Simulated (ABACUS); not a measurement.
This ABACUS 3.10.1 run on ZrO2 needs a look.

INPUT

```
INPUT_PARAMETERS
suffix              ZrO2
calculation         scf
basis_type          lcao
pseudo_dir          ./
orbital_dir         ./
symmetry            1
dft_functional      pbe
pseudo_rcut         7
nspin               1
nbands              16
ks_solver           genelpa
smearing_method     fd
smearing_sigma      0.00367493
scf_thr             1e-07
scf_nmax            50
mixing_type         broyden
mixing_beta         0.7
cal_force           1
cal_stress          1
out_mul             1
encut               100
```

File STRU:

```
ATOMIC_SPECIES
Zr 91.2240 Zr.upf
O 15.9990 O.upf

NUMERICAL_ORBITAL
Zr_confined-atom_8au_3s2p2d1f.orb
O_confined-atom_6au_2s2p1d.orb

LATTICE_CONSTANT
1.8897261246

LATTICE_VECTORS
0.0000000000 2.5450727058 2.5450727058
2.5450727058 0.0000000000 2.5450727058
2.5450727058 2.5450727058 0.0000000000

ATOMIC_POSITIONS
Direct

Zr
0.0
1
0.0000000000 0.0000000000 0.0000000000 1 1 1

O
0.0
2
0.7500000000 0.7500000000 0.7500000000 1 1 1
0.2500000000 0.2500000000 0.2500000000 1 1 1
```

KPT

```
K_POINTS
0
Gamma
5 5 5 0 0 0
```

Potentials or basis: PseudoDojo NC FR 0.4 PBE standard, DZP LCAO (the cutoffs set its grid).

Launch:

```bash
$ OMP_NUM_THREADS=4 abacus > log
```

running log:

```text
ABACUS v3.10.1

               Atomic-orbital Based Ab-initio Computation at UStc

 THE PARAMETER NAME 'encut' IS NOT USED!

 !!!!!!!!!!!!!!!!!!!!!!!!!!!!!!!!!!!!!!!!!!!!!!!!!!!!!!!!!
                         NOTICE
 !!!!!!!!!!!!!!!!!!!!!!!!!!!!!!!!!!!!!!!!!!!!!!!!!!!!!!!!!

 Bad parameter, please check the input parameters in file INPUT
 CHECK IN FILE : warning.log

 !!!!!!!!!!!!!!!!!!!!!!!!!!!!!!!!!!!!!!!!!!!!!!!!!!!!!!!!!
                         NOTICE
 !!!!!!!!!!!!!!!!!!!!!!!!!!!!!!!!!!!!!!!!!!!!!!!!!!!!!!!!!
```

Problem. Diagnose the run.

Solution. The input was rejected before any iteration. The input holds a flaw that was put in on purpose: misspelt key (encut = 100; ecutwfc = left out).
